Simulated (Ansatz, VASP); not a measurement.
## CdTe: VASP beside Ansatz

Wanted: the spread between two codes on one cell, functional and k mesh. The cell is taken from a series of VASP runs on this material, whose earlier steps may have relaxed, scaled or displaced it; both programs get it as it stands.

Method: plane waves, with VASP 6.6.1 beside it; relaxation of cell and atoms at LDA and band structure at HSE06, in Ansatz 0.2.0.

### 1. Starting point

It takes space group F-43m (No. 216, cubic). The conventional cell has a = 6.414 Å, b = 6.414 Å, c = 6.414 Å, α = 90.00°, β = 90.00°, γ = 90.00°. Te has 4 Cd at 2.78 Å nearest. Cd has 4 Te at 2.78 Å nearest. Farther neighbours and most contacts between anions are not listed.

### 2. Ansatz: relaxation of cell and atoms, LDA

Ansatz runs on its default PAW (the set named soft_2) files.

The relaxed volume is the usual yardstick between codes: its relative difference is about their pressure difference at one cell divided by the bulk modulus.

File input.yaml:

```yaml
crystal:
  lattice:
    - [0.0, 3.2069283781, 3.2069283781]
    - [3.2069283781, 0.0, 3.2069283781]
    - [3.2069283781, 3.2069283781, 0.0]
  atoms:
    - { symbol: Te, position: [0.75, 0.75, 0.75] }
    - { symbol: Cd, position: [0.0, 0.0, 0.0] }
hamiltonian:
  xc: lda
  pseudopotentials: { kind: paw }
kpoints:
  mp_grid: { grid: [6, 6, 6] }
scf:
  occupations: { method: gaussian, width: 0.03 }
relax:
  f_tol: 0.01
  max_steps: 60
  cell: { stress_tol: 0.05 }
output:
  forces: true
  stress: true
```

Launch:

```bash
$ ansatz run input.yaml --threads 4 --pin off --max-ram 9216MiB --backend cpu --events-out ev --progress --plain --runs-dir out
```

Numbers of over 12 decimals in the logs are rounded to 6 here.

Output:

```text
Engine: ansatz 0.2.0, aarch64-unknown-linux-gnu
Pseudopotentials: kind: paw
Pseudopotential: Te, paw, valence charge 16, recommended cutoff 420 eV (normal), Te.paw.azcp
Pseudopotential: Cd, paw, valence charge 20, recommended cutoff 420 eV (normal), Cd.paw.azcp
Functional definition: SPW92
  exchange = slater_x
  correlation = pw_c
Crystal: 2 atoms, lattice volume = 65.963 Å³
Basis set: ecut = 420 eV, 1243 PW (Γ)
Bands: 22, of which v1, the nominal top of the filled ones, is band 18 counted from 1 (17 counted from 0)
Symmetry: 24 space group operations
Space group: F-43m (ITA 216), of the structure as read, at distance tolerance 4.0e-5 Å
k-points: 16 of 216 (time reversal used)
Non-local potential: Te, projectors of the file, l = 0: 2, l = 1: 2, l = 2: 2, l = 3: 2
Non-local potential: Cd, projectors of the file, l = 0: 3, l = 1: 2, l = 2: 2, l = 3: 1
PAW form: soft (Blöchl's): semilocal exchange-correlation on the pseudo side does not see the compensation charge
PAW frozen core: Te, regenerated for the run's functional, and the local potential with it (the file was generated under x = pbe(κ = 0.804, μ = 0.219515), c = pbe(β = 0.066725))
PAW frozen core: Cd, regenerated for the run's functional, and the local potential with it (the file was generated under x = pbe(κ = 0.804, μ = 0.219515), c = pbe(β = 0.066725))
PAW one-centre angular grid: Te, 590 points (default); XC on 64 Gauss nodes
PAW one-centre angular grid: Cd, 590 points (default); XC on 64 Gauss nodes
Initial density: superposition of atomic densities (neutral atoms: chi_scale 0, normalization atom), corrected by the library's trained network
Initial wavefunctions: pseudopotential atomic-orbital guess
Functional: x = slater, c = lda
SCF iter   1: F=—  HF=-14945.811242 eV  |F-HF|=—  |Δ(HF+E_count)|=         —  Δρ=6.50e-3  dr2=2.04e-2  ethr=1.77e-3  ⟨swp⟩=6.3  Hψ=1678  notcnv=0
preconditioner: auto → none  [insulator: Δε(μ)=0.565 eV  Ē_g=11.375 eV  σ=0.030 eV  W_gap=1.00  n_scr=14 (ndim 8)  ℏωp=19.4 eV  f_vac=0.179  D(μ)=0.00/eV (n_scr^D=0)  ε∞_Penn≈3.9]
SCF iter   2: F=—  HF=-14945.804265 eV  |F-HF|=—  |Δ(HF+E_count)|=   6.98e-3  Δρ=2.11e-3  dr2=1.28e-3  ethr=5.67e-5  ⟨swp⟩=3.1  Hψ=834  notcnv=0
SCF iter   3: F=—  HF=-14945.804167 eV  |F-HF|=—  |Δ(HF+E_count)|=   9.84e-5  Δρ=1.02e-3  dr2=3.04e-4  ethr=3.56e-6  ⟨swp⟩=2.1  Hψ=459  notcnv=0
SCF iter   4: F=—  HF=-14945.804161 eV  |F-HF|=—  |Δ(HF+E_count)|=   5.80e-6  Δρ=2.97e-4  dr2=5.52e-5  ethr=8.44e-7  ⟨swp⟩=2.0  Hψ=480  notcnv=0
SCF iter   5: F=—  HF=-14945.804141 eV  |F-HF|=—  |Δ(HF+E_count)|=   1.96e-5  Δρ=2.07e-5  dr2=2.74e-7  ethr=1.53e-7  ⟨swp⟩=2.0  Hψ=489  notcnv=0
SCF iter   6: F=-14945.804141 eV  HF=-14945.804141 eV  |F-HF|=1.99e-8  |Δ(HF+E_count)|=   9.85e-8  Δρ=7.76e-6  dr2=2.57e-8  ethr=2.78e-10  ⟨swp⟩=5.0  Hψ=1273  notcnv=0
SCF 1 converged in 6 iterations: F = -14945.804141 eV  dr2 = 2.57e-8
  greatest PAW one-centre occupation: 1.000 electrons in one spin orbital (limit 2), on the Cd atom at site 1 (counted from 0), in its partial waves of l = 0
relax step   1: F+E_penalty+E_count = -14945.80414114 eV  Δ(F+E_penalty+E_count) = +0.000e0 eV  max|allowed force component| = 8.211e-17 eV/Å  Δτ_max = 0.0000 Å  P = -0.092 GPa  Ω = 65.963 Å³  (6 SCF iters, dr2 threshold 1.00e-7 eV, accepted)
[...]
relax step   2: F+E_penalty+E_count = -14945.80420152 eV  Δ(F+E_penalty+E_count) = -6.037e-5 eV  max|allowed force component| = 1.185e-17 eV/Å  Δτ_max = 0.0000 Å  P = +0.057 GPa  Ω = 65.750 Å³  energy of the carried Pulay correction = +3.709e-5 eV  (4 SCF iters, dr2 threshold 2.10e-8 eV, accepted)
[...]
relax step   3: F+E_penalty+E_count = -14945.80420169 eV  Δ(F+E_penalty+E_count) = -1.741e-7 eV  max|allowed force component| = 1.706e-17 eV/Å  Δτ_max = 0.0000 Å  P = -0.000 GPa  Ω = 65.831 Å³  energy of the carried Pulay correction = +2.289e-5 eV  (4 SCF iters, dr2 threshold 8.12e-9 eV, accepted)
[...]
relax step   4: F+E_penalty+E_count = -14945.80417015 eV  Δ(F+E_penalty+E_count) = +3.154e-5 eV  max|allowed force component| = 2.313e-17 eV/Å  Δτ_max = 0.0000 Å  P = -0.000 GPa  Ω = 65.831 Å³  stress off target by 8.39e-6 GPa  SCF on the basis re-selected at this cell (its energy is not comparable with the rows above)  (4 SCF iters)
basis re-selected at this cell: Δ(F+E_penalty+E_count) = +3.154e-5 eV, ΔP = +0.000 GPa vs the last step (what re-selecting the basis moved, of the pressure what is left beyond the Pulay correction that the steps carried, after the strain that the cell walked since its last selection, with what the two solves' SCF thresholds leave and, on support functions, any second-order correction that the steps lacked; it is no m [...]
SCF converged after 4 iterations
Free energy (F): -14945.804170 eV
Harris-Foulkes:  -14945.804170 eV  (|F-HF|=0.00e0)
Internal energy: -14945.804170 eV  (E = F + TS)
E sigma→0 (E₀):  -14945.804170 eV
Fermi energy:    7.929205 eV
--- Per-component energies (eV) ---
  E_band       = -785.980485
  E_kinetic    = 687.591152
  E_local      = -5358.665753  (includes V_loc(G=0)·N_el)
  E_nonlocal   = -263.897925
  E_hartree    = 2699.954074
  E_xc         = -299.547350
  E_vxc        = -326.526774  (∫ρ·V_xc dr)
  E_paw        = -8457.692698  (= ΣΔE_a)
  E_vpaw       = -924.389186  (= ΣTr[D̂ρ^β])
  E_aug_tail   = -0.000223  (compensation charges beyond the density's cutoff)
  E_ewald      = -3954.990677
  E_core_change = 1.445230  (= ΣΔE_core)
  E_smearing   = -0.000000  (= −TS)
  E_closure    = 0.000000  (closes the sum)
  Σ components = -14945.804170   (vs F -14945.804170, Δ=0.00e0)
--- Forces (eV/Å), atoms counted from 1 ---
  atom   1  Te     0.00000000    -0.00000000    -0.00000000
  atom   2  Cd    -0.00000000    -0.00000000     0.00000000
  max |Σ_I F_I| component: 4.63e-17 eV/Å
--- Stress (GPa, compression-positive) ---
       -0.000008      -0.000000      -0.000000
       -0.000000      -0.000008       0.000000
       -0.000000       0.000000      -0.000008
  P = ⅓ Tr σ = -0.0000 GPa (-0.000 kbar)
--- Relaxed structure (3 steps of the walk, 3 accepted, 1 SCFs on fresh bases) ---
  F+E_penalty+E_count = -14945.80417015 eV   max|allowed force component| = 2.313e-17 eV/Å   (the final SCF, on the basis selected at the relaxed cell)
  cell:  # Å, volume = 65.8314 Å³
    - [0, 3.204801, 3.204801]
    - [3.204801, 0, 3.204801]
    - [3.204801, 3.204801, 0]
  atoms:
    - { symbol: Te, position: [0.75, 0.75, 0.75] }
    - { symbol: Cd, position: [0, 0, 0] }
```

The job ended after 2.7 s (4 threads of Arm Neoverse V1, shared host; peak memory 0.35 GiB; 8.7 s of CPU time).

### 3. VASP: relaxation of cell and atoms, LDA

The same cell, functional (in two slightly different forms), mesh and smearing now go to VASP, with its own data sets and cutoff.

Lines of VASP's logs that name or quote its potential files are left out, and so is its time.

File INCAR:

```
SYSTEM = CdTe
PREC = Accurate
ENCUT = 450
EDIFF = 1E-06
NELM = 100
ISMEAR = 0
SIGMA = 0.03
LREAL = .FALSE.
ALGO = Normal
GGA = CA
NBANDS = 15
LORBIT = 11
LWAVE = .FALSE.
LCHARG = .FALSE.
KPAR = 4
IBRION = 2
NSW = 50
ISIF = 3
EDIFFG = -0.006
```

File POSCAR:

```
CdTe
1.0
    0.0000000000      3.2069283781      3.2069283781
    3.2069283781      0.0000000000      3.2069283781
    3.2069283781      3.2069283781      0.0000000000
Te Cd
1 1
Direct
    0.7500000000      0.7500000000      0.7500000000
    0.0000000000      0.0000000000      0.0000000000
```

File KPOINTS:

```
Automatic mesh
0
Gamma
6 6 6
0 0 0
```

Potentials, in the order of the species: Te and Cd (LDA family, release 64).

Launch:

```bash
$ mpirun -np 4 vasp_std
```

Output:

```text
[banner, memory and clock lines left out]
running    4 mpi-ranks, on    1 nodes
 distrk:  each k-point on    1 cores,    4 groups
 distr:  one band on    1 cores,    1 groups

 POSCAR found type information on POSCAR TeCd
 POSCAR found :  2 types and       2 ions
 LDA part: xc-table for (Slater(with rela. corr.)+CA(PZ))
 , standard interpolation
 POSCAR, INCAR and KPOINTS ok, starting setup
 FFT: planning ... GRIDC
 FFT: planning ... GRID_SOFT
 FFT: planning ... GRID
 WAVECAR not read
 entering main loop
       N       E                     dE             d eps       ncg     rms          rms(c)
DAV:   1     0.946960351900E+02    0.94696E+02   -0.76873E+03   488   0.927E+02
DAV:   2    -0.268004376269E+01   -0.97376E+02   -0.92464E+02   564   0.242E+02
DAV:   3    -0.625408279823E+01   -0.35740E+01   -0.35692E+01   599   0.486E+01
DAV:   4    -0.628835539214E+01   -0.34273E-01   -0.34271E-01   713   0.408E+00
DAV:   5    -0.628843396862E+01   -0.78576E-04   -0.78576E-04   620   0.186E-01    0.601E+00
DAV:   6    -0.606822765194E+01    0.22021E+00   -0.39099E-01   529   0.831E+00    0.485E+00
DAV:   7    -0.604611688205E+01    0.22111E-01   -0.98639E-02   564   0.220E+00    0.177E+00
DAV:   8    -0.604418715965E+01    0.19297E-02   -0.10398E-02   550   0.128E+00    0.473E-01
DAV:   9    -0.604390471612E+01    0.28244E-03   -0.77189E-04   599   0.315E-01    0.126E-01
DAV:  10    -0.604389378302E+01    0.10933E-04   -0.91161E-05   567   0.876E-02    0.574E-02
DAV:  11    -0.604389775576E+01   -0.39727E-05   -0.21687E-05   579   0.425E-02    0.328E-02
DAV:  12    -0.604389676717E+01    0.98860E-06   -0.21232E-06   500   0.125E-02
   1 F= -.60438968E+01 E0= -.60438968E+01  d E =-.604390E+01
 curvature:   0.00 expect dE= 0.000E+00 dE for cont linesearch  0.000E+00
 trial: gam= 0.00000 g(F)=  0.492E-46 g(S)=  0.774E-04 ort = 0.000E+00 (trialstep = 0.100E+01)
 search vector abs. value=  0.774E-04
 bond charge predicted
       N       E                     dE             d eps       ncg     rms          rms(c)
DAV:   1    -0.604488153163E+01   -0.98378E-03   -0.18536E-02   557   0.165E+00    0.234E-01
DAV:   2    -0.604401800173E+01    0.86353E-03   -0.21993E-03   550   0.697E-01    0.765E-02
DAV:   3    -0.604393447886E+01    0.83523E-04   -0.17932E-04   550   0.135E-01    0.642E-02
DAV:   4    -0.604392036861E+01    0.14110E-04   -0.21753E-05   522   0.341E-02    0.105E-02
DAV:   5    -0.604391966410E+01    0.70450E-06   -0.21917E-06   519   0.191E-02
   2 F= -.60439197E+01 E0= -.60439197E+01  d E =-.228969E-04
 trial-energy change:   -0.000023  1 .order   -0.000021   -0.000077    0.000035
 step:   0.6879(harm=  0.6879)  dis= 0.00000  next Energy=    -6.043923 (dE=-0.266E-04)
 bond charge predicted
       N       E                     dE             d eps       ncg     rms          rms(c)
DAV:   1    -0.604401619131E+01   -0.95823E-04   -0.17754E-03   557   0.511E-01    0.716E-02
DAV:   2    -0.604393363499E+01    0.82556E-04   -0.21299E-04   550   0.217E-01    0.239E-02
DAV:   3    -0.604392570067E+01    0.79343E-05   -0.16990E-05   557   0.415E-02    0.199E-02
DAV:   4    -0.604392433690E+01    0.13638E-05   -0.20375E-06   493   0.104E-02    0.321E-03
DAV:   5    -0.604392426733E+01    0.69569E-07   -0.19039E-07   240   0.580E-03
   3 F= -.60439243E+01 E0= -.60439243E+01  d E =-.275002E-04
 curvature:  -0.34 expect dE=-0.393E-07 dE for cont linesearch -0.393E-07
 trial: gam=-0.03695 g(F)=  0.112E-46 g(S)=  0.114E-06 ort = 0.297E-05 (trialstep = 0.938E+00)
 search vector abs. value=  0.269E-09
 reached required accuracy - stopping structural energy minimisation
```

OUTCAR, selected parts (step 3):

```text
ion  position               nearest neighbor table
   1  0.750  0.750  0.750-   2 2.78   2 2.78   2 2.78   2 2.78
   2  0.000  0.000  0.000-   1 2.78   1 2.78   1 2.78   1 2.78

  LATTYP: Found a face centered cubic cell.
 ALAT       =     6.4138567562

 Subroutine GETGRP returns: Found 24 space group operations
 (whereof 24 operations were pure point group operations)

The static configuration has the point symmetry T_d .

 Found     16 irreducible k-points:

   k-points           NKPTS =     16   k-points in BZ     NKDIM =     16   number of bands    NBANDS=     15

   dimension x,y,z NGX =    32 NGY =   32 NGZ =   32
   dimension x,y,z NGXF=    64 NGYF=   64 NGZF=   64

   ENCUT  =  450.0 eV  33.07 Ry    5.75 a.u.   7.84  7.84  7.84*2*pi/ulx,y,z

   NELECT =      18.0000    total number of electrons

 k-points in reciprocal lattice and weights: Automatic mesh
   0.00000000  0.00000000  0.00000000       0.005
   0.16666667  0.00000000  0.00000000       0.037
   0.33333333  0.00000000  0.00000000       0.037
   0.50000000  0.00000000  0.00000000       0.019
   0.16666667  0.16666667  0.00000000       0.028
   0.33333333  0.16666667  0.00000000       0.111
   0.50000000  0.16666667  0.00000000       0.111
  -0.33333333  0.16666667  0.00000000       0.111
  -0.16666667  0.16666667  0.00000000       0.056
[...]
-0.33333333  0.33333333  0.16666667       0.111
  -0.33333333  0.50000000  0.16666667       0.056

 average (electrostatic) potential at core
       1 -92.0873       2 -39.6654

 E-fermi :   2.6136

 k-point     1 :       0.0000    0.0000    0.0000
  band No.  band energies     occupation
    ...
      5      -5.6802      2.00000
      6      -5.6802      2.00000
      7       2.4370      2.00000
      8       2.4370      2.00000
      9       2.4370      2.00000
     10       3.0770      0.00000
     11       6.9142      0.00000
     12       6.9142      0.00000
     13       6.9142      0.00000
     14       9.6924      0.00000
    ...

 k-point     2 :       0.1667    0.0000    0.0000
  band No.  band energies     occupation
    ...
      5      -5.6815      2.00000
      6      -5.6815      2.00000
      7       0.5926      2.00000
      8       2.1898      2.00000
      9       2.1898      2.00000
     10       4.2063      0.00000
     11       7.0420      0.00000
     12       7.2680      0.00000
     13       7.2680      0.00000
     14      10.6956      0.00000
    ...

 k-point     3 :       0.3333    0.0000    0.0000
  band No.  band energies     occupation
    ...
      5      -5.6774      2.00000
      6      -5.5875      2.00000
      7      -1.3366      2.00000
      8       1.7811      2.00000
      9       1.7811      2.00000
     10       4.2380      0.00000
     11       7.5574      0.00000
     12       7.5574      0.00000
     13       8.6066      0.00000
     14      10.3042      0.00000
    ...

  Total        0.0012566      0.0012566      0.0012566     -0.0000000      0.0000000     -0.0000000
  in kB        0.0304725      0.0304725      0.0304725     -0.0000000      0.0000000     -0.0000000
  external PRESSURE =       0.0304725 kB  Pullay stress =       0.0000000 kB

  energy-cutoff  :      450.00
  volume of cell :       66.07
      direct lattice vectors                 reciprocal lattice vectors
     0.000000000  3.208668667  3.208668667    -0.155827869  0.155827869  0.155827869
     3.208668667 -0.000000000  3.208668667     0.155827869 -0.155827869  0.155827869
     3.208668667  3.208668667  0.000000000     0.155827869  0.155827869 -0.155827869

 POSITION                                       TOTAL-FORCE (eV/Angst)
 -----------------------------------------------------------------------------------
      4.81300      4.81300      4.81300         0.000000     -0.000000     -0.000000
      0.00000      0.00000      0.00000        -0.000000      0.000000      0.000000
 -----------------------------------------------------------------------------------
    total drift:                               -0.000000     -0.000000     -0.000000

  FREE ENERGIE OF THE ION-ELECTRON SYSTEM (eV)
  ---------------------------------------------------
  free  energy   TOTEN  =        -6.0439242673 eV

  energy  without entropy=       -6.0439242673  energy(sigma->0) =       -6.04392427

 reached required accuracy - stopping structural energy minimisation

 total charge
# of ion       s       p       d       tot
------------------------------------------
    1        1.356   2.064   0.025   3.445
    2        0.488   0.338   9.521  10.347
--------------------------------------------------
tot          1.844   2.402   9.546  13.792

[... 3 further parts left out ...]
```

CONTCAR:

```
CdTe
   1.00000000000000
     0.0000000000000000    3.2086686673534404    3.2086686673534404
     3.2086686673534404   -0.0000000000000000    3.2086686673534404
     3.2086686673534404    3.2086686673534404    0.0000000000000000
  Te              Cd
     1     1
Direct
     0.7500000000000000    0.7500000000000000    0.7500000000000000
     0.0000000000000000    0.0000000000000000    0.0000000000000000
```

### 4. Comparison

Known differences besides the potentials themselves: the two LDA forms differ slightly; both relaxations stop at a tolerance, which leaves soft axes loose, and VASP keeps its plane-wave basis; the data sets hold 36 valence electrons in Ansatz (default PAW (the set named soft_2) files) and 18 in VASP; the cutoff is 420 eV in Ansatz and 450 eV in VASP; VASP's log shows a relativistic correction to its local exchange, Ansatz's none; Ansatz adds a Pulay correction to the stress that steers its cell, VASP none. Total energies have different zeros and are not compared.

Both answers:

```csv
quantity,Ansatz,VASP,difference
volume (Å³),65.83,66.07,-0.36 %
"edge a after relaxation, in the typed setting (Å)",4.532,4.538,-0.12 %
```

The walks stopped with 0.00 GPa left in Ansatz and 0.00 GPa in VASP; each walk ends within a tolerance, so the volume difference is uncertain by about these residues over the bulk modulus, most in soft cells.

[end of part 1 of 2]

[Lines on the potential files, build, host, timing and source positions are cut from VASP's logs without a mark.]

[Logs are printed without paths, hosts, clocks, repeated set-up lines and the standing remarks that a program may print on its own settings, such as how far it seeks lower states.]

[Hosts, paths, dates, database ids (printed as entryN), source tags and the programs' standing remarks are cut or masked in the printed files.]
